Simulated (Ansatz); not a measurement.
# Property card for Mg₃Zn₂O₅

Level of theory: DFT PBE, scalar-relativistic, plane waves, PAW (Ansatz 0.2.0).

Settings: cutoff 420 eV, Γ-centred mesh 12×12×12 on the computed 10-atom cell, Gaussian smearing of 0.02 eV; no spin polarisation.

The structure is relaxed at this level of theory with its symmetry kept, and needn't be the ground state of this composition.

```cif
data_structure
_symmetry_space_group_name_H-M 'I4/mmm'
_symmetry_Int_Tables_number 139
_cell_length_a 3.0307
_cell_length_b 3.0307
_cell_length_c 21.4412
_cell_angle_alpha 90.000
_cell_angle_beta 90.000
_cell_angle_gamma 90.000
_cell_volume 196.94
loop_
_atom_site_label
_atom_site_type_symbol
_atom_site_symmetry_multiplicity
_atom_site_Wyckoff_symbol
_atom_site_fract_x
_atom_site_fract_y
_atom_site_fract_z
_atom_site_occupancy
Mg1 Mg 4 e 0.50000 0.50000 0.09956 1
Mg2 Mg 2 a 0.00000 0.00000 0.00000 1
Zn1 Zn 4 e 0.50000 0.50000 0.30031 1
O1 O 2 b 0.50000 0.50000 0.00000 1
O2 O 4 e 0.50000 0.50000 0.40157 1
O3 O 4 e 0.00000 0.00000 0.30115 1
```

| Quantity | Value |
| --- | --- |
| Space group | I4/mmm (No. 139) |
| Volume per atom | 9.85 Å³ |
| Formation energy from the elements' standard states (uncorrected) | -2.120 eV/atom |
| Kohn–Sham band gap | 2.05 eV, indirect from (0.219, -0.255, 0.255) to Γ |
| Orbital (Löwdin) character of the top 1 eV of the valence band | O 2p 83 %, Zn 3d 15 % |
| Orbital (Löwdin) character of the lowest 1 eV of the conduction band | Zn 4s 40 %, O 2s 25 %, O 2p 22 %, Mg 3s 11 % |
| Electron masses at the edge by direction of the standard setting (m_e; one valley, along these axes only; no spin-orbit coupling) | x: 0.29; y: 0.29; z: 0.31 |
| Hole masses at the edge by direction of the standard setting (m_e; one valley, along these axes only; no spin-orbit coupling) | x: 0.39; y: 1.0; z: over 30 |
| Bader charge by site (e) | Mg (2 in the cell) 1.72, Mg (1 in the cell) 1.72, Zn (2 in the cell) 1.25, O (1 in the cell) -1.71, O (2 in the cell) -1.64, O (2 in the cell) -1.34 |

The cell was found from a structure generator's guess, not taken from experiment. Kohn–Sham gaps at this level usually fall short of measured ones. Löwdin shares on free-atom orbitals overweight diffuse shells in the empty bands.
